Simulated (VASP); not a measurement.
## VASP 6.6.1 run: SnTe

INCAR

```
EDIFF = 1E-7
GGA = PE
EDIFFG = 0.0001
ENCUT = 600
PREC = Accurate
LCHARG = .FALSE.
ISMEAR = -1
LWAVE = .FALSE.
LASPH = .TRUE.
NSW = 40
SIGMA = 0.02
ISIF = 3
NELM = 69
NBANDS = 17
LREAL = .FALSE.
IBRION = 2
```

KPOINTS

```
KPOINTS created by Atomic Simulation Environment
0
Gamma
6 6 6
0 0 0
```

POSCAR

```
Sn Te
 1.0000000000000000
     0.0000000000000000    2.9504180000000000    2.9504180000000000
     2.9504180000000000    0.0000000000000000    2.9504180000000000
     2.9504180000000000    2.9504180000000000    0.0000000000000000
 Sn  Te
   1   1
Cartesian
  0.0000000000000000  0.0000000000000000  0.0000000000000000
  2.9504180000000000  2.9504180000000000  2.9504180000000000
```

The recommended PBE PAW datasets give the neutral cell 20 valence electrons.

Command

```
mpirun -np 1 vasp_std
```

**Question.** How does this run end, and what does it give?

**Answer.** It converged. Results: relaxed cell vector lengths 4.534, 4.534, 4.534 Å; relaxed cell volume 65.88 Å³.

OSZICAR

```
N       E                     dE             d eps       ncg     rms          rms(c)
DAV:   1     0.133320295945E+03    0.13332E+03   -0.10425E+04   544   0.160E+03
DAV:   2     0.481621532802E+01   -0.12850E+03   -0.12520E+03   576   0.361E+02
DAV:   3    -0.662509193418E+01   -0.11441E+02   -0.11250E+02   689   0.922E+01
DAV:   4    -0.694450678202E+01   -0.31941E+00   -0.31801E+00   618   0.153E+01
DAV:   5    -0.695676206493E+01   -0.12255E-01   -0.12255E-01   812   0.303E+00    0.835E+00
DAV:   6    -0.693759279983E+01    0.19169E-01   -0.32259E-02   747   0.156E+00    0.509E+00
DAV:   7    -0.693666302318E+01    0.92978E-03   -0.20594E-02   716   0.100E+00    0.288E-01
DAV:   8    -0.693624617325E+01    0.41685E-03   -0.26305E-03   712   0.479E-01    0.183E-01
DAV:   9    -0.693636641035E+01   -0.12024E-03   -0.64614E-04   651   0.132E-01    0.185E-01
DAV:  10    -0.693632690684E+01    0.39504E-04   -0.10724E-04   728   0.779E-02    0.650E-02
...
DAV:   3    -0.758058703160E+01    0.40660E+00   -0.11137E+00   691   0.136E+01    0.867E-01
DAV:   4    -0.756777559126E+01    0.12811E-01   -0.38219E-02   647   0.162E+00    0.597E-01
DAV:   5    -0.756325024419E+01    0.45253E-02   -0.23706E-03   677   0.330E-01    0.253E-01
DAV:   6    -0.756256702538E+01    0.68322E-03   -0.69886E-04   684   0.238E-01    0.338E-02
DAV:   7    -0.756256211788E+01    0.49075E-05   -0.21335E-05   649   0.479E-02    0.819E-03
DAV:   8    -0.756256221347E+01   -0.95592E-07   -0.22676E-06   671   0.121E-02    0.258E-03
DAV:   9    -0.756256235085E+01   -0.13739E-06   -0.58945E-07   598   0.550E-03    0.113E-03
DAV:  10    -0.756256247014E+01   -0.11929E-06   -0.98129E-08   461   0.270E-03    0.659E-04
DAV:  11    -0.756256251757E+01   -0.47429E-07   -0.57965E-09   282   0.548E-04
   3 F= -.75625625E+01 E0= -.75621788E+01  d E =-.626238E+00
```

```
ionic step  ΔE (meV/atom)  volume (Å³)  largest force (eV/Å)  pressure (GPa)  electronic steps
         1            0.0        51.37                 0.000           16.73                15
         2         -262.0        74.00                 0.000           -3.65                12
         3         -313.1        65.88                 0.000            0.00                11
```

 The volume moved far on the plane waves of the start cell, so a restart from CONTCAR is due.

For comparison, a separate PBE relaxation on usual settings, not on those above, ends at 65.88 Å³.
